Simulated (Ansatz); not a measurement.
Zincblende LiF, relaxed with r2SCAN, was run in Ansatz 0.2.0 under altered settings. All numbers are computed, without spin polarisation but where a row says otherwise.

```
Li F
1.0
     0.00000    2.14461    2.14461
     2.14461    0.00000    2.14461
     2.14461    2.14461    0.00000
Li F
1 1
Direct
  0.00000 0.00000 0.00000
  0.25000 0.25000 0.25000
```

The base run's other keys:
```yaml
kpoints:
  mp_grid: { grid: [4, 4, 4] }
hamiltonian:
  xc: hse06
scf:
  occupations: { method: fixed }
  n_extra_bands: 4
```

It takes 11 iterations with 387 plane waves at 420 eV and 8 k points, and leaves a mean stress of +0.85 GPa. The gap over this mesh is 10.112 eV.

Outcomes, with energy and stress as changes against the base:

| setting | outcome | ΔF (meV/atom) | Δ mean stress (GPa) | gap on the mesh (eV) | iterations |
| --- | --- | --- | --- | --- | --- |
| PBE hybrid, exx coeff 0.15, omega 0.1 1/Å | converged | – | +0.8 | 9.460 | 11 |
| PBE hybrid, exx coeff 0.5, omega 0.5 1/Å | converged | – | -1.9 | 10.792 | 12 |
| PBE hybrid, exx coeff 0.35, omega 0.2078 1/Å | converged | – | -0.8 | 10.999 | 11 |
| PBE hybrid, exx coeff 0.3, omega 0.5 1/Å | converged | – | -0.3 | 9.634 | 12 |
| scf.occupations: methfessel_paxton 0.05 | converged | 0.0 | 0.0 | 10.112 | 12 |
| scf.occupations: methfessel_paxton 0.2 | converged | 0.0 | 0.0 | 10.112 | 12 |

A dash marks a value that wasn't obtained or can't be compared. Stress is positive in compression.

- PBE hybrid, exx coeff 0.15, omega 0.1 1/Å. That is 15 % exact exchange, screened with ω = 0.1 1/Å, against HSE06's 25 % screened at 0.208 1/Å. The mean stress moves by +0.8 GPa and the gap on the mesh by -0.652 eV (to 9.460). Totals of different functionals aren't comparable. The program warns that on this mesh the truncation of the exchange isn't bounded, so part of the change can be an error of the mesh.
- PBE hybrid, exx coeff 0.5, omega 0.5 1/Å. That is 50 % exact exchange, screened with ω = 0.5 1/Å, against HSE06's 25 % screened at 0.208 1/Å. The mean stress moves by -1.9 GPa and the gap on the mesh by +0.680 eV (to 10.792). Totals of different functionals aren't comparable.
- PBE hybrid, exx coeff 0.35, omega 0.2078 1/Å. That is 35 % exact exchange, screened with ω = 0.2078 1/Å, against HSE06's 25 % screened at 0.208 1/Å. The mean stress moves by -0.8 GPa and the gap on the mesh by +0.888 eV (to 10.999). Totals of different functionals aren't comparable. The program warns that on this mesh the truncation of the exchange isn't bounded, so part of the change can be an error of the mesh.
- PBE hybrid, exx coeff 0.3, omega 0.5 1/Å. That is 30 % exact exchange, screened with ω = 0.5 1/Å, against HSE06's 25 % screened at 0.208 1/Å. The mean stress moves by -0.3 GPa and the gap on the mesh by -0.478 eV (to 9.634). Totals of different functionals aren't comparable.

Within 1 meV an atom, 0.1 GPa and 0.005 eV of the base stay: scf.occupations: methfessel_paxton 0.05; scf.occupations: methfessel_paxton 0.2.

The stress of a hybrid is loosely converged in these runs.

The meshes of the hybrids are coarse, so their gaps aren't converged to the digits shown.
